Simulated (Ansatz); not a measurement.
Moving the dispersion correction in Cu

The cell as given:

Space group Fm-3m (No. 225). a = 3.615 Å, b = 3.615 Å, c = 3.615 Å, α = 90.00°, β = 90.00°, γ = 90.00°
```tsv
atom	site	symmetry	x	y	z
Cu	4a	m-3m	0.0000	0.0000	0.0000
```

Kept alike: task relaxation of cell and atoms; functional PBEsol; k mesh 13 × 13 × 13; occupations fermi-dirac, width 0.05 eV; no spin polarisation. Program: Ansatz, Ansatz PAW, cutoff 420 eV. The mesh is that of the run's cell of 1 atom. No spin-orbit coupling.

```csv
dispersion correction,volume (Å³/atom)
D3(BJ),10.807
D3(BJ)-ATM,10.946
D4,11.031
none,11.305
```

The relaxations keep at least the cell's symmetry (Fm-3m). For a metal such a mesh leaves the last digits unconverged. Relaxations stop with a little pressure left, so the last digits of a volume or edge aren't settled. Ansatz's relaxations hold a Pulay term in the stress (up to 0.1 GPa here). All rows use potentials made for PBE.

The volume runs from 10.807 (D3(BJ)) to 11.305 Å³/atom (none). Against no correction: D3(BJ) -4.4 %; D3(BJ)-ATM -3.2 %; D4 -2.4 %. Dispersion terms mostly attract and so lower the volume; the schemes' coefficients and damping set how far. Measured: 11.81 Å³/atom at 298 K (pmc:10490242, doi:10.3390/nano13172448); nearest none, 0.50 Å³/atom off. The runs are for a static lattice.

Every dispersion correction contracts copper further below the measured volume, so here the added attraction worsens an existing underestimate. PBEsol's weakened gradient dependence of exchange already favours compact metals, and its semilocal correlation covers much of the attraction between overlapping neighbouring atoms. A pairwise term on top probably counts part of that attraction twice. It also treats the polarisable d shells as largely independent centres, whereas the conduction electrons screen their fluctuating dipoles.

The step from D3(BJ) to D3(BJ)-ATM, from 10.807 to 10.946 Å³/atom, fits this picture: the triple-dipole energy is repulsive for the compact triangles of a close-packed lattice and offsets some of the pairwise contraction. Thermal and zero-point expansion would bring all four rows closer to experiment, but in copper it is probably too small to close even the smallest gap. The results support leaving these corrections out when PBEsol is used for copper's volume, but not the conclusion that dispersion is physically absent from the metal.
